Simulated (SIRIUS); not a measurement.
A run of SIRIUS 7.10.0 is set up as follows.

The input sirius.json:

```json
{
  "control": {
    "processing_unit": "cpu",
    "verbosity": 2,
    "num_bands_to_print": 61,
    "print_forces": true,
    "print_stress": true
  },
  "parameters": {
    "electronic_structure_method": "pseudopotential",
    "xc_functionals": ["XC_GGA_X_PBE_SOL", "XC_GGA_C_PBE_SOL"],
    "gk_cutoff": 9.0,
    "pw_cutoff": 18.0,
    "ngridk": [9, 9, 2],
    "shiftk": [0, 0, 0],
    "smearing": "fermi_dirac",
    "smearing_width": 0.0018374661,
    "num_bands": 61,
    "num_mag_dims": 0,
    "num_dft_iter": 100,
    "energy_tol": 1e-08,
    "density_tol": 1e-06
  },
  "iterative_solver": {
    "type": "davidson",
    "min_tolerance": 1e-09,
    "tolerance_scale": [0.1, 0.25]
  },
  "mixer": {
    "type": "anderson",
    "beta": 0.7,
    "max_history": 8
  },
  "settings": {
    "tol_ne": 1e-10,
    "pseudo_grid_cutoff": 6.5
  },
  "unit_cell": {
    "lattice_vectors": [
      [1.0, 0.0, 0.0],
      [-0.5, 0.866025403786, 0.0],
      [0.0, 0.0, 3.971803763288]
    ],
    "lattice_vectors_scale": 6.6484344517,
    "atom_coordinate_units": "lattice",
    "atom_types": ["Te", "Mo"],
    "atom_files": {
      "Mo": "Mo.json",
      "Te": "Te.json"
    },
    "atoms": {
      "Te": [
        [0.6666666667, 0.3333333333, 0.379],
        [0.3333333333, 0.6666666667, 0.879],
        [0.6666666667, 0.3333333333, 0.121],
        [0.3333333333, 0.6666666667, 0.621]
      ],
      "Mo": [
        [0.6666666667, 0.3333333333, 0.75],
        [0.3333333333, 0.6666666667, 0.25]
      ]
    }
  }
}
```

Potentials or basis: PseudoDojo 0.4.1 PBEsol standard (scalar relativistic).

Launch:

```bash
$ upf_to_json Mo.upf
$ upf_to_json Te.upf
$ OMP_NUM_THREADS=1 sirius.scf --input=sirius.json --output=out.json --task=0
```

Question: Estimate the band gap on the k mesh.

Answer: 0.74 eV.

Question: What does it give for the pressure?

Answer: -0.7 GPa.

Question: Estimate the largest force.

Answer: 0.026 eV/Å.

Forces on the atoms (eV/Å):
```
Te   0.000  0.000 -0.026
Te   0.000  0.000 -0.026
Te   0.000  0.000  0.026
Te   0.000  0.000  0.026
Mo   0.000  0.000  0.000
Mo   0.000  0.000  0.000
```

Caveat: spin-orbit coupling is left out, which moves the levels of the heavy elements; an odd mesh through Γ misses points on the zone boundary, where band edges often lie; this functional lacks dispersion, which binds the layers, so the pressure and a relaxed spacing across them are unreliable.

The gap isn't set beside the measured one, since this odd mesh misses points on the zone boundary.
